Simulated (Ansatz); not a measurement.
Which way does MgO + BaTe ⇌ MgTe + BaO run?

Plane-wave DFT in Ansatz with scalar-relativistic PAW potentials, cutoff 500 eV, Γ-centred meshes chosen by cell and gap, Gaussian smearing with energies taken to zero width. Every cell was relaxed (cell and atoms) in a run of its own, within the symmetry of its start. Functional: r2SCAN.

Total energies hold large constants for each element; a whole number of eV per atom of each element is taken off below, which cancels in a balanced reaction.

```tsv
compound	lowest structure computed	structures tried	V (Å³/atom)	gap on mesh (eV)	E (eV per formula unit, common shift removed)
MgO	Fm-3m	4	9.29	5.68	-6.3350
BaTe	Fm-3m	1	44.05	2.00	-4.5256
MgTe	P6_3mc	2	33.81	3.16	-2.3516
BaO	Fm-3m	2	21.30	2.38	-5.9620
```

Task: Work out the reaction energy at 0 K.

Result: ΔE = E(MgTe) + E(BaO) − E(MgO) − E(BaTe) = 2.547 eV, or 246 kJ per mole of reaction (637 meV/atom). The left side is lower: Mg takes O and Ba takes Te. Pauling's electronegativities (Ba 0.89, Mg 1.31; O 3.44, Te 2.1) would pair Ba with O, the most ionic bond; the result goes the other way, so matching of sizes, lattice energies or covalent bonding outweigh it. The smaller cation ends with the smaller anion, the pairing that gives the greater sum of ionic lattice energies, which go as 1/(r₊ + r₋). All four are computed as solids; where they are solids at ordinary conditions entropy changes little. A lower structure that wasn't tried would shift the value, and mixed crystals may lie lower than either side.

Spin-orbit coupling is left out, which matters for the bands of heavy elements.